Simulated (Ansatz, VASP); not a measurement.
# CoO: VASP beside Ansatz

```
Co O
1.0
     0.00000    2.15955    2.15955
     2.15955    0.00000    2.15955
     2.15955    2.15955    0.00000
Co O
1 1
Direct
  0.00000 0.00000 0.00000
  0.50000 0.50000 0.50000
```

Change from the starting cell: volume scaled by 1.04.

Alike in both runs: task single point; functional PBEsol; k mesh 16 × 16 × 16; occupations fermi-dirac, width 0.05 eV; collinear spin.

```csv
,VASP,Ansatz
version,VASP 6.6.1,Ansatz 0.2.0
potentials or method,"VASP PAW PBE potentials, release 64 (Co, O), cutoff 520 eV","all-electron LAPW, scalar-relativistic"
```

VASP gave:

| Quantity | Value |
| --- | --- |
| pressure (GPa) | -16.9 |
| net moment per atom (μB) | 1.49 |
| size of the moment on the site where the two differ most (μB) | 2.60 |

Task: Estimate Ansatz's values.

Result: Pressure (GPa): -16.4; net moment per atom (μB): 1.50; size of the moment on the site where the two differ most (μB): 2.63.

Site moments also hang on the region over which each program counts them. Ansatz ran all-electron here, so the differences hold the error of VASP's frozen core and of both bases.

Caveats: so large a pressure means that the cell lies far from this level's equilibrium, or that cutoff or potentials fall short (VASP); the potentials were made for another functional, which shifts forces and pressure (VASP); a cell with one magnetic atom can't hold antiferromagnetic order, which such compounds often take.
